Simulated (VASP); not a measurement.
# SiC, equation of state: which settings are enough?

SiC, F-43m (no. 216), 2 atoms in the cell. PBE; PAW potentials Si, C (PBE set). VASP 6.6.1.

Wanted: equilibrium volume within 0.2 %; bulk modulus within 1 %.

What the run is for: equation of state; Accuracy asked: standard.

The series start from Plane-wave cutoff (eV): 520; k-point mesh: 9 × 9 × 9; Volumes: 5 from 0.92 to 1.08; Precision mode (PREC): Accurate; Electronic threshold (eV): 1e-6; Aspherical gradient terms in the spheres (LASPH): yes; Start of each volume: each volume from scratch. Each series keeps the choices made before it, and each single choice may use up half of a tolerance. Times cover all steps of a run.

## Plane-wave cutoff (eV)

| Plane-wave cutoff (eV) | Equilibrium volume (Å³/atom) | Bulk modulus (GPa) | Time (s) |
|---|---|---|---|
| 320 | 10.5 | 206.7 | 14 |
| 400 | 10.5 | 210.9 | 20 |
| 460 | 10.5 | 212 | 19 |
| 520 | 10.5 | 212.2 | 19 |
| 600 | 10.5 | 212.3 | 30 |
| 700 | 10.5 | 212.3 | 35 |
| 840 (reference) | 10.5 | 212.5 | 47 |

Chosen: 460, the loosest value from which every tighter one stays within half of the tolerance.

## k-point mesh

| k-point mesh | Equilibrium volume (Å³/atom) | Bulk modulus (GPa) | Time (s) |
|---|---|---|---|
| 3 × 3 × 3 | 10.58 | 211.4 | 10 |
| 4 × 4 × 4 | 10.52 | 211.9 | 12 |
| 5 × 5 × 5 | 10.51 | 212.2 | 13 |
| 6 × 6 × 6 | 10.5 | 212 | 15 |
| 7 × 7 × 7 | 10.5 | 212.1 | 16 |
| 9 × 9 × 9 | 10.5 | 212 | 19 |
| 11 × 11 × 11 | 10.5 | 212.1 | 25 |
| 14 × 14 × 14 (reference) | 10.5 | 212.1 | 36 |

Chosen: 5 × 5 × 5.

## Volumes

| Volumes | Equilibrium volume (Å³/atom) | Bulk modulus (GPa) | Time (s) |
|---|---|---|---|
| 5 from 0.88 to 1.12 | 10.51 | 212.3 | 11 |
| 5 from 0.92 to 1.08 | 10.51 | 212.2 | 13 |
| 7 from 0.91 to 1.09 (reference) | 10.51 | 212.6 | 17 |

Chosen: 5 from 0.88 to 1.12.

## Precision mode (PREC)

| Precision mode (PREC) | Equilibrium volume (Å³/atom) | Bulk modulus (GPa) | Time (s) |
|---|---|---|---|
| SingleN | 10.51 | 213.7 | 8.5 |
| Normal | 10.51 | 213.1 | 8.6 |
| Accurate (reference) | 10.51 | 212.3 | 11 |

Chosen: Normal.

## Electronic threshold (eV)

| Electronic threshold (eV) | Equilibrium volume (Å³/atom) | Bulk modulus (GPa) | Time (s) |
|---|---|---|---|
| 0.001 | 10.51 | 213.1 | 6.9 |
| 0.0001 | 10.51 | 213.1 | 8.3 |
| 1e-5 | 10.51 | 213.1 | 8.1 |
| 1e-6 | 10.51 | 213.1 | 8.6 |
| 1e-7 (reference) | 10.51 | 213.1 | 8.8 |

Chosen: 0.001.

## Aspherical gradient terms in the spheres (LASPH)

| Aspherical gradient terms in the spheres (LASPH) | Equilibrium volume (Å³/atom) | Bulk modulus (GPa) | Time (s) |
|---|---|---|---|
| no | 10.51 | 213.1 | 6.0 |
| yes (reference) | 10.51 | 213.1 | 6.9 |

Chosen: no.

## Start of each volume

| Start of each volume | Equilibrium volume (Å³/atom) | Bulk modulus (GPa) | Time (s) |
|---|---|---|---|
| each volume from scratch | 10.51 | 213.1 | 6.0 |
| orbitals of the volume before (WAVECAR) | 10.51 | 213.1 | 5.5 |

Chosen: each volume from scratch; no other choice that stays within half of the tolerance saves 30 % of the time.

## All choices together

| Input | Equilibrium volume (Å³/atom) | Bulk modulus (GPa) | Time (s) |
|---|---|---|---|
| the program's defaults (naive) | 10.51 | 211.8 | 6.3 |
| chosen settings | 10.51 | 213.1 | 6.0 |
| reference settings throughout | 10.5 | 212.4 | 137 |

The tolerance is met.

## The input

INCAR:
```
SYSTEM = SiC
GGA = PE
ISMEAR = 0
SIGMA = 0.03
LWAVE = .FALSE.
LCHARG = .FALSE.
ISIF = 2
NSW = 0
PREC = Normal
LASPH = .FALSE.
LREAL = .FALSE.
ALGO = Normal
EDIFF = 0.001
NELM = 120
GGA_COMPAT = .FALSE.
ENCUT = 460
EFERMI = MIDGAP
```

KPOINTS:
```
Automatic mesh
0
Gamma
  5 5 5
  0 0 0
```

POSCAR.step1:
```
SiC
1.0
    0.0000000000      2.0881007737      2.0881007737
    2.0881007737      0.0000000000      2.0881007737
    2.0881007737      2.0881007737      0.0000000000
Si C
1 1
Direct
    0.0000000000      0.0000000000      0.0000000000
    0.7500000000      0.7500000000      0.7500000000
```

POSCAR.step2:
```
SiC
1.0
    0.0000000000      2.1345181309      2.1345181309
    2.1345181309      0.0000000000      2.1345181309
    2.1345181309      2.1345181309      0.0000000000
Si C
1 1
Direct
    0.0000000000      0.0000000000      0.0000000000
    0.7500000000      0.7500000000      0.7500000000
```

POSCAR.step3:
```
SiC
1.0
    0.0000000000      2.1790000000      2.1790000000
    2.1790000000      0.0000000000      2.1790000000
    2.1790000000      2.1790000000      0.0000000000
Si C
1 1
Direct
    0.0000000000      0.0000000000      0.0000000000
    0.7500000000      0.7500000000      0.7500000000
```

POSCAR.step4:
```
SiC
1.0
    0.0000000000      2.2217363401      2.2217363401
    2.2217363401      0.0000000000      2.2217363401
    2.2217363401      2.2217363401      0.0000000000
Si C
1 1
Direct
    0.0000000000      0.0000000000      0.0000000000
    0.7500000000      0.7500000000      0.7500000000
```

POSCAR.step5:
```
SiC
1.0
    0.0000000000      2.2628889296      2.2628889296
    2.2628889296      0.0000000000      2.2628889296
    2.2628889296      2.2628889296      0.0000000000
Si C
1 1
Direct
    0.0000000000      0.0000000000      0.0000000000
    0.7500000000      0.7500000000      0.7500000000
```

Commands (each step's output is kept before the next begins):
```
cat potpaw_PBE.64/Si/POTCAR potpaw_PBE.64/C/POTCAR > POTCAR
cp POSCAR.step1 POSCAR
mpirun -np 1 vasp_std > vasp.out
cp POSCAR.step2 POSCAR
mpirun -np 1 vasp_std > vasp.out
cp POSCAR.step3 POSCAR
mpirun -np 1 vasp_std > vasp.out
cp POSCAR.step4 POSCAR
mpirun -np 1 vasp_std > vasp.out
cp POSCAR.step5 POSCAR
mpirun -np 1 vasp_std > vasp.out
```

The naive input happens to agree within the tolerance here, in 6.3 s.

The chosen input took VASP 6.6.1 6.0 s on 1 core (Intel Xeon Platinum 8559C (Emerald Rapids)), a shared host.

## An input that fails: cutoff far too low

It runs to its end, but against the unchanged starting input it is off by 0.91 % in the equilibrium volume, 3.9 % in the bulk modulus.

Changes against the starting input:
```
(all steps)
- PREC = Accurate
- NELM = 120
- ENCUT = 520
+ PREC = Low
+ NELM = 79
+ ENCUT = 240
```
